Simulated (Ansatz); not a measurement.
# Strain response of TiCo

Computed with DFT PBEsol, scalar-relativistic, plane waves, PAW (Ansatz 0.2.0). Settings: 420 eV cutoff, 18×18×18 k-mesh, Gaussian smearing of 0.10 eV, collinear spin.

Starting point, cell and atoms relaxed:

```yaml
crystal:
  lattice:
    - [2.93850, 0.00000, 0.00000]
    - [0.00000, 2.93850, 0.00000]
    - [0.00000, 0.00000, 2.93850]
  atoms:
    - { symbol: Ti, position: [0.00000, 0.00000, 0.00000] }
    - { symbol: Co, position: [0.50000, 0.50000, 0.50000] }
```

Deformation: uniaxial strain along a, with the lengths of b and c and the atoms relaxed and the angles held, all within the symmetry that the strain leaves. Energies are extrapolated to zero smearing. On this cell's mesh the reference holds a stress of up to 0.46 GPa.

Give the structure at +2.0 %.

```yaml
crystal:
  lattice:
    - [2.99727, 0.00000, 0.00000]
    - [0.00000, 2.91694, 0.00000]
    - [0.00000, 0.00000, 2.91694]
  atoms:
    - { symbol: Ti, position: [0.00000, 0.00000, 0.00000] }
    - { symbol: Co, position: [0.50000, 0.50000, 0.50000] }
```
Space group P4/mmm (123), 2.1 meV/atom over the relaxed crystal.